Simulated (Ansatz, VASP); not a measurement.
**Two plane-wave programs on Pd**

Contents of INCAR:

```
  ALGO = Normal
  EDIFF = 1E-7
  ENCUT = 520
  GGA = PS
  ISIF = 2
  ISMEAR = 0
  LASPH = T
  LCHARG = T
  LELF = T
  LREAL = F
  LVHAR = T
  LWAVE = F
  NBANDS = 22
  NELM = 80
  PREC = Accurate
  SIGMA = 0.1
```

Contents of KPOINTS:

```
k-points
0
Gamma
  6 6 6
```

The input POSCAR:

```
Pd
1.0
    4.6208558455      0.0000000000      0.0000000000
   -2.3104279228      4.0017785495      0.0000000000
    0.0000000000      0.0000000000      2.8327855401
Pd
3
Direct
    0.0000000000      0.0000000000      0.0000000000
    0.3333333333      0.6666666667      0.5000000000
    0.6666666667      0.3333333333      0.5000000000
```

Input for Ansatz:

```yaml
crystal:
  lattice:
    - [4.6208558455, 0.0, 0.0]
    - [-2.3104279228, 4.0017785495, 0.0]
    - [0.0, 0.0, 2.8327855401]
  atoms:
    - { symbol: Pd, position: [0.0, 0.0, 0.0] }
    - { symbol: Pd, position: [0.3333333333, 0.6666666667, 0.5] }
    - { symbol: Pd, position: [0.6666666667, 0.3333333333, 0.5] }
basis:
  ecutwfc: 420
kpoints:
  mp_grid: { grid: [6, 6, 6] }
hamiltonian:
  xc: pbesol
scf:
  occupations: { method: gaussian, width: 0.1 }
  lower_state_search: "off"
output:
  forces: true
  stress: true
  eigenvalues: true
```

Alike in both runs: task single point; functional PBEsol; k mesh 6 × 6 × 6; occupations gaussian, width 0.1 eV; no spin polarisation.

|  | VASP | Ansatz |
| --- | --- | --- |
| version | VASP 6.6.1 | Ansatz 0.2.0 |
| potentials or method | VASP PAW PBE potentials, release 64 (Pd) | scalar-relativistic, plane waves, PAW |
| plane-wave cutoff (eV) | 520 | 420 |
| valence electrons in the cell | 30 | 54 |

VASP gave:

| Item | Value |
| --- | --- |
| gap on the k mesh at the Fermi level (eV) | none |
| pressure (GPa) | -20.1 |
| largest component of the traceless stress (GPa) | 1.84 |

Q: Which values does Ansatz return?

A: gap on the k mesh at the Fermi level (eV): none; pressure (GPa): -19.9; largest component of the traceless stress (GPa): 1.86.

A gap of «none» marks a metal or a gap that the smearing closes. The two sets of potentials don't hold the same shells in valence.

Caveats: the k mesh is coarse (spacing up to 0.37 Å⁻¹), so the values aren't converged; so large a pressure means that the cell lies far from this level's equilibrium, or that cutoff or potentials fall short (VASP); the potentials were made for another functional, which shifts forces and pressure (VASP).
